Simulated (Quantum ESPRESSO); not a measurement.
## Dy: equation of state with PBE

The system is Dy.

```
Dy
1.0
    -2.00038    2.00038    2.00038
     2.00038   -2.00038    2.00038
     2.00038    2.00038   -2.00038
Dy
1
Direct
  0.00000 0.00000 0.00000
```

This isn't the form of Dy at room conditions, which is hcp.

```
Program             : Quantum ESPRESSO 7.5
Task                : equation of state
Functional          : PBE
Potentials or basis : SSSP 1.3 efficiency PBE
Cutoff              : 748 eV
Density cutoff      : 5987 eV
k mesh              : 9 × 9 × 9
Occupations         : fermi-dirac, width 0.05 eV
Spin                : collinear spin, ferromagnetic start
Starting moments    : [5.0] μB
Mixing beta         : 0.3
Most SCF iterations : 120
SCF threshold       : 2e-10 Ry
```

- Equilibrium volume: 31.26 Å³/atom
- Bulk modulus: 28 GPa
- Pressure derivative of the bulk modulus: 3.3

Energy against volume, from the lowest point:
```csv
volume (Å³/atom),energy (meV/atom)
30.097,3.90
30.738,0.73
31.378,0.00
32.018,1.52
32.659,5.11
33.299,10.57
33.939,17.76
```

All runs of the series together: 10 min on 1 thread of Arm Neoverse V2 (shared host).

Caveat: the magnetic or orbital state may not be the lowest. The state reached can hang on the start; a lower one may exist.
